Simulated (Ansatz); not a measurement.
The cell is COD entry 1011260, as deposited and not checked against the literature; nothing was relaxed. It is an old determination, and later ones may differ.

A run on CdS: DFT, PBE, all-electron LAPW, scalar-relativistic (Ansatz 0.2.0). The input:

```yaml
crystal:
  lattice:
    - [0.0, 2.91, 2.91]
    - [2.91, 0.0, 2.91]
    - [2.91, 2.91, 0.0]
  atoms:
    - { symbol: Cd, position: [0.0, 0.0, 0.0] }
    - { symbol: S, position: [0.75, 0.75, 0.75] }
kpoints:
  mp_grid: { grid: [9, 9, 9] }
scf:
  occupations: { method: fermi_dirac, width: 0.03 }
hamiltonian:
  xc: pbe
  pseudopotentials:
    kind: all_electron
    lapw: { basis_error: 0.0005, muffin_tin_radii: { S: 1.411, Cd: 1.411 } }
output:
  forces: true
  stress: true
  eigenvalues: true
```

Task: Can this result be used?

Result: No. The program refused the input. The typed spheres overlap: twice 1.411 Å exceeds the shortest distance, 2.520 Å; smaller radii, or none typed, cure it. It says:
```
Error: `kind: all_electron` solves this crystal on LAPW (the input types lapw, or this build lists no dataset of some species for it), and no LAPW basis is found for it: the given muffin-tin radii of S and Cd, or the smallest supported ones, add up to 2.822 Å, and 2.520 Å are free between these atoms; give smaller radii, or leave one out; where each species has a listed dataset, leave lapw and dirac_shells out and run without spin–orbit coupling, or set another kind (and leave the keys of all_electron out)
```
 The same cell converged in the base run, which differs by not having this change: all sphere radii typed as 1.411 A.
